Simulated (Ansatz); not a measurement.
Al3GaAs4, ordered on the zincblende lattice (P-43m) with 8 atoms a cell, relaxed with r2SCAN in the PAW code Ansatz: it is cubic, P-43m (No. 215); conventional cell a = 5.676 Å, 22.86 Å³ an atom. Al has 4 As at 2.46 Å; As has 3 Al at 2.46 Å and 1 Ga at 2.46 Å; Ga has 4 As at 2.46 Å. The primitive cell holds 8 atoms in 182.86 Å³. (Calculated; non-magnetic; the phase may be known or hypothetical.)

Computed values: Without spin-orbit coupling PBE's valence top is a threefold level at Γ and the gap is 1.129 eV; with it the level splits into four states above two, Δ₀ = 0.305 eV apart. HSE06 (4×4×4) gives a least gap of 1.90 eV and a least direct gap of 2.07 eV. r2SCAN's ε∞ is 8.98.

(1) What is the density?

(2) If the centre of gravity stays and the conduction band doesn't move, what gap follows with spin-orbit coupling?

(3) At what wavelength does absorption set in by HSE06, excitons left aside?

(4) What refractive index and reflectivity at normal incidence follow, below the gap and above the phonons?

## Answers

(1) The cell holds 3 Al, 4 As, 1 Ga: M = 3×26.982 + 4×74.922 + 1×69.723 = 450.36 u in V = 182.86 Å³. ρ = 1.66054 × M/V = 1.66054 × 450.36/182.86 = 4.090 g/cm³, for the static r2SCAN lattice.

(2) The fourfold level rises by Δ₀/3 = 0.102 eV and the twofold one falls by 2Δ₀/3, so E_g ≈ 1.129 − 0.102 = 1.027 eV. The PBE+SOC run gives 1.030 eV, +0.003 eV from the estimate.

(3) λ = 1239.84 eV nm/E: 653 nm for the least gap, where it needs phonons and is weak, and 599 nm for direct transitions. The direct edge lies in the visible range.

(4) n = √8.98 = 2.997; R = ((n − 1)/(n + 1))² = (1.997/3.997)² = 25.0 % a face.

Only the levels marked +SOC include spin-orbit coupling.

The meshes of the hybrids are coarse, so their gaps aren't converged to the digits shown.
